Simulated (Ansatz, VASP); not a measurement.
## HfO2: VASP beside Ansatz

The input INCAR:

```
PREC = Accurate ; ENCUT = 520
EDIFF = 1E-6 ; ISMEAR = -1
SIGMA = 0.02 ; LREAL = False
LASPH = True ; NELM = 100
ALGO = Normal ; ISIF = 2
LWAVE = False ; LCHARG = False
GGA = PE ; NBANDS = 18
```

KPOINTS

```
regular mesh
0
Gamma
  8 8 8
```

File POSCAR:

```
HfO2
1.0
    0.0000000000      2.5291823194      2.3943769017
    2.5291823194      0.0000000000      2.3943769017
    2.5291823194      2.5291823194      0.0000000000
Hf O
1 2
Direct
    0.0000000000      0.0000000000      0.0000000000
    0.2500000000      0.2500000000      0.2500000000
    0.7500000000      0.7500000000      0.7500000000
```

Input for Ansatz:

```yaml
crystal:
  lattice:
    - [0.0, 2.5291823194, 2.3943769017]
    - [2.5291823194, 0.0, 2.3943769017]
    - [2.5291823194, 2.5291823194, 0.0]
  atoms:
    - { symbol: Hf, position: [0.0, 0.0, 0.0] }
    - { symbol: O, position: [0.25, 0.25, 0.25] }
    - { symbol: O, position: [0.75, 0.75, 0.75] }
kpoints:
  mp_grid: { grid: [8, 8, 8] }
  band_path:
    path:
      - [0.0, 0.0, 0.0]
      - [0.5, 0.0, 0.5]
      - [0.625, 0.25, 0.625]
      - [0.375, 0.375, 0.75]
      - [0.5, 0.5, 0.5]
      - [0.5, 0.25, 0.75]
    npoints: 1
hamiltonian:
  xc: pbe
scf:
  occupations: { method: fermi_dirac, width: 0.02 }
  n_extra_bands: 4
output:
  forces: true
  stress: true
  eigenvalues: true
```

Change from the starting cell: uniaxial_z strain -5.3%.

Alike in both runs: task single point; functional PBE; k mesh 8 × 8 × 8; occupations fermi-dirac, width 0.02 eV; no spin polarisation.

|  | VASP | Ansatz |
| --- | --- | --- |
| version | VASP 6.6.1 | Ansatz 0.2.0 |
| potentials or method | VASP PAW PBE potentials, release 64 (Hf_pv, O) | plane waves, PAW |
| plane-wave cutoff (eV) | 520 | 420 |
| valence electrons in the cell | 22 | 38 |

```tsv
	VASP	Ansatz	Ansatz less VASP
gap on the k mesh at the Fermi level (eV)	3.23	3.23	-0.006
pressure (GPa)	18.4	22.7	+4.34
largest component of the traceless stress (GPa)	18.52	18.15	-0.370
```

The functional is the same, so the differences come from potentials, cutoffs and numerics. The two sets of potentials don't hold the same shells in valence.

Caveats: so large a pressure means that the cell lies far from this level's equilibrium, or that cutoff or potentials fall short (VASP); spin-orbit coupling is left out, which moves the levels of the heavy elements. A k mesh can miss the band edges.
